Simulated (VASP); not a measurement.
GaSb, 2 atoms in the cell. It takes space group F-43m (No. 216, cubic). Conventional cell: a = 6.115 Å, b = 6.115 Å, c = 6.115 Å, α = 90.00°, β = 90.00°, γ = 90.00°. Ga (site symmetry -43m) is surrounded by 4 Sb at 2.65 Å. Sb (site symmetry -43m) has 4 Ga at 2.65 Å as nearest neighbours. 

- Program: VASP 6.6.1
- Task: optical spectrum
- Functional: PBE
- Potentials or basis: VASP PAW PBE potentials, release 64 (Ga_d, Sb)
- Cutoff: 520 eV
- k mesh: 10 × 10 × 10
- Occupations: gaussian, width 0.03 eV
- Spin: no spin polarisation
- Further INCAR settings: ALGO = Normal; EDIFF = 1e-06; NBANDS = 41

Potentials or basis: VASP PAW PBE potentials, release 64 (Ga_d, Sb).

Command:

```console
$ cat potpaw_PBE.64/Ga_d/POTCAR potpaw_PBE.64/Sb/POTCAR > POTCAR
$ mpirun -np 4 vasp_std > vasp.out
```

Hardware: 4 MPI ranks on Intel(R) Xeon(R) 6975P-C (Granite Rapids), with other jobs on the host.

Question: How long does it take, and how much memory?

Answer: It took 19 s on 4 MPI ranks on Intel(R) Xeon(R) 6975P-C (Granite Rapids), on a shared host, peak memory 0.28 GiB a rank. Counts: scf iterations 12, k points 47.
